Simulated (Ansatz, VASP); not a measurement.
One calculation of GaP, two programs

```
CELL_PARAMETERS angstrom
0.00000 2.69571 2.69571
2.69571 0.00000 2.69571
2.69571 2.69571 0.00000
ATOMIC_POSITIONS crystal
Ga 0.00000 0.00000 0.00000
P 0.75000 0.75000 0.75000
```

Alike in both runs: functional LDA; k mesh 8 × 8 × 8; occupations gaussian, width 0.02 eV; no spin polarisation.

Ansatz relaxed the structure, and its values are those at the end. VASP's run is a single point on that final structure, the one shown.

|  | VASP | Ansatz |
| --- | --- | --- |
| version | VASP 6.6.1 | Ansatz 0.2.0 |
| potentials or method | VASP PAW LDA potentials, release 64 (Ga_d, P) | scalar-relativistic, plane waves, PAW |
| plane-wave cutoff (eV) | 520 | 420 |
| valence electrons in the cell | 18 | 18 |

Ansatz gave:

- gap on the k mesh at the Fermi level (eV): 1.43
- least direct gap on the mesh (eV): 1.88
- pressure (GPa): 0.0

Problem. Estimate VASP's values.

Solution. gap on the k mesh at the Fermi level (eV): 1.43; least direct gap on the mesh (eV): 1.91; pressure (GPa): 0.1.

Ansatz warned: «pseudo_functional_mismatch».

A k mesh can miss the band edges. A hybrid or GW would open this gap; LDA tends to underestimate it.
